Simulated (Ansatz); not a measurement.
Put KTaO3 in I4mm (No. 107): K on 2a; Ta on 2a; O on 4b and 2a.

These are results of DFT PBE, scalar-relativistic, plane waves, PAW (Ansatz), not measurements. Cutoff 420 eV, Γ-centred mesh, Gaussian smearing, no spin polarisation.

Formation energies are uncorrected and refer to the elements' standard structures at the same level (O₂ as a molecule).

Task: Which cell and coordinates does it relax to?

Result:

Space group I4mm (No. 107). a = 3.793 Å, b = 3.793 Å, c = 12.435 Å, α = 90.00°, β = 90.00°, γ = 90.00°
| atom | site | symmetry | x | y | z |
| --- | --- | --- | --- | --- | --- |
| K | 2a | 4mm | 0.5000 | 0.5000 | 0.1075 |
| Ta | 2a | 4mm | 0.5000 | 0.5000 | 0.3920 |
| O | 4b | 2mm. | 0.5000 | 0.0000 | 0.3506 |
| O | 2a | 4mm | 0.0000 | 0.0000 | 0.0390 |

K is surrounded by 4 O at 2.81 Å, 1 Ta at 3.54 Å, 8 O at 3.57–3.71 Å, 4 Ta at 3.79 Å and 4 K at 3.79 Å; around Ta lie 1 O at 1.83 Å, 4 O at 1.97 Å, 1 K at 3.54 Å, 4 K at 3.79 Å and 4 Ta at 3.79 Å; O on a site of symmetry 2mm is surrounded by 2 Ta at 1.97 Å; around O on a site of symmetry 4mm lie 1 Ta at 1.83 Å and 4 K at 2.81 Å. Another local minimum with the same sites may exist.

Task: Where does its energy lie, and is it a metal?

Result: The energy over the elements is −2.522 eV/atom and the gap on the 10×10×10 mesh of the 5-atom cell is 2.25 eV.

The last run used Gaussian smearing of 0.02 eV. These runs have no spin–orbit coupling, which can matter for Ta. Kohn–Sham gaps at this level usually fall short of measured ones. A structure relaxed within its symmetry needn't be a true minimum. Another cell of KTaO3 relaxed alike, in Pm-3m, lies 136 meV/atom lower, so this cell isn't the stable form at this level.
